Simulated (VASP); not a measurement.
A run of VASP 6.6.1:

Contents of INCAR:

```
  PREC = Accurate
  ENCUT = 520
  EDIFF = 1E-7
  ISMEAR = 0
  SIGMA = 0.013000000000000001
  LREAL = F
  LASPH = T
  NELM = 100
  ALGO = Fast
  ISIF = 2
  LWAVE = F
  LCHARG = T
  GGA = PE
  LELF = T
  LVHAR = T
```

File KPOINTS:

```
Automatic mesh
0
Gamma
  12 12 4
```

Contents of POSCAR:

```
C
1.0
    2.5221000000      0.0000000000      0.0000000000
   -1.2610500000      2.1842026709      0.0000000000
    0.0000000000      0.0000000000      8.2371000000
C
8
Direct
    0.6666666667      0.3333333333      0.8437500000
    0.3333333333      0.6666666667      0.3437500000
    0.6666666667      0.3333333333      0.6562500000
    0.3333333333      0.6666666667      0.1562500000
    0.0000000000      0.0000000000      0.9062500000
    0.0000000000      0.0000000000      0.4062500000
    0.0000000000      0.0000000000      0.5937500000
    0.0000000000      0.0000000000      0.0937500000
```

Potentials or basis: VASP PAW PBE potentials, release 64 (C).

Launch:

```bash
$ cat potpaw_PBE.64/C/POTCAR > POTCAR
$ mpirun -np 1 vasp_std > vasp.out
```

Hardware: 1 thread of Intel(R) Xeon(R) Platinum 8375C CPU @ 2.90GHz (Ice Lake) (shared host).

How long does it take, and how much memory?

It took 110 s on 1 thread of Intel(R) Xeon(R) Platinum 8375C CPU @ 2.90GHz (Ice Lake) (shared host), peak memory 0.17 GiB. Counts: scf iterations 16, k points 57.
